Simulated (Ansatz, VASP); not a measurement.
# C in VASP and in Ansatz

INCAR

```
SYSTEM = C
ALGO = Normal ; EDIFF = 1E-7
ENCUT = 520 ; GGA = PS
ISIF = 2 ; ISMEAR = 0
LASPH = .TRUE. ; LCHARG = .TRUE.
LELF = .TRUE. ; LREAL = .FALSE.
LVHAR = .TRUE. ; LWAVE = .FALSE.
NBANDS = 11 ; NELM = 100
PREC = Accurate ; SIGMA = 0.05
```

The input KPOINTS:

```
k-points
0
G
  12 12 12
  0 0 0
```

File POSCAR:

```
C
1.0
    0.0000000000      1.5579434008      2.3369151012
    1.5579434008      0.0000000000      2.3369151012
    1.5579434008      1.5579434008      0.0000000000
C
2
Direct
    0.5000000000      0.5000000000      0.5000000000
    0.7500000000      0.7500000000      0.7500000000
```

Input for Ansatz:

```yaml
crystal:
  lattice:
    - [0.0, 1.5579434008, 2.3369151012]
    - [1.5579434008, 0.0, 2.3369151012]
    - [1.5579434008, 1.5579434008, 0.0]
  atoms:
    - { symbol: C, position: [0.5, 0.5, 0.5] }
    - { symbol: C, position: [0.75, 0.75, 0.75] }
basis:
  ecutwfc: 420
kpoints:
  mp_grid: { grid: [12, 12, 12] }
hamiltonian:
  xc: pbesol
scf:
  occupations: { method: gaussian, width: 0.05 }
output:
  forces: true
  stress: true
  eigenvalues: true
```

Alike in both runs: task single point; functional PBEsol; k mesh 12 × 12 × 12; occupations gaussian, width 0.05 eV; no spin polarisation.

|  | VASP | Ansatz |
| --- | --- | --- |
| version | VASP 6.6.1 | Ansatz 0.2.0 |
| potentials or method | VASP PAW PBE potentials, release 64 (C) | scalar-relativistic, plane waves, PAW |
| plane-wave cutoff (eV) | 520 | 420 |
| valence electrons in the cell | 8 | 8 |

VASP gave:

* gap on the k mesh at the Fermi level (eV): none
* pressure (GPa): 4.6
* largest component of the traceless stress (GPa): 255.46

**Question.** Estimate Ansatz's values.

**Answer.** gap on the k mesh at the Fermi level (eV): none; pressure (GPa): 3.9; largest component of the traceless stress (GPa): 256.12.

A gap of «none» marks a metal or a gap that the smearing closes.

Caveats: the PAW data sets were made with another functional, which shifts forces and pressure a little (VASP).
